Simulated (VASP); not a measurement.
Crystal: Si.

```
Si
1.0
     4.93412    0.00000    0.00000
     0.00000    4.93412    0.00000
     0.00000    0.00000    4.93412
Si
8
Direct
  0.00000 0.00000 0.00000
  0.50000 0.50000 0.50000
  0.25000 0.00000 0.50000
  0.75000 0.00000 0.50000
  0.50000 0.25000 0.00000
  0.50000 0.75000 0.00000
  0.00000 0.50000 0.25000
  0.00000 0.50000 0.75000
```

The cell was built by a generator and needn't be a form met in nature.

- Program: VASP 6.6.1
- Task: relaxation of cell and atoms
- Functional: PBEsol
- Potentials or basis: VASP PAW PBE potentials, release 64 (Si)
- Cutoff: 600 eV
- k mesh: 5 × 5 × 5
- Occupations: fermi-dirac, width 0.1 eV
- Spin: no spin polarisation

At the start: pressure -3.3 GPa; volume 15.02 Å³/atom.

Problem. Where does the relaxation end?

Solution. Over 3 steps the energy falls by 6.0 meV/atom and the volume is 14.44 Å³/atom (-3.8 %); space group Pm-3n (No. 223, to 0.05 Å).

The path:
```csv
step,energy change (eV),largest force (eV/Å),pressure (GPa),volume (Å³)
1,0.0000,0.0000,-3.28,120.12
2,-0.0472,0.0000,0.55,114.86
3,-0.0483,0.0000,0.00,115.54
```

Final structure:
```cif
data_structure
_symmetry_space_group_name_H-M 'P 1'
_symmetry_Int_Tables_number 1
_cell_length_a 4.8706
_cell_length_b 4.8706
_cell_length_c 4.8706
_cell_angle_alpha 90.000
_cell_angle_beta 90.000
_cell_angle_gamma 90.000
_cell_volume 115.54
loop_
_atom_site_label
_atom_site_type_symbol
_atom_site_fract_x
_atom_site_fract_y
_atom_site_fract_z
_atom_site_occupancy
Si1 Si 0.00000 0.00000 0.00000 1
Si2 Si 0.50000 0.50000 0.50000 1
Si3 Si 0.25000 0.00000 0.50000 1
Si4 Si 0.75000 0.00000 0.50000 1
Si5 Si 0.50000 0.25000 0.00000 1
Si6 Si 0.50000 0.75000 0.00000 1
Si7 Si 0.00000 0.50000 0.25000 1
Si8 Si 0.00000 0.50000 0.75000 1
```

Caveat: the PAW data sets were made with another functional, which shifts forces and pressure a little.
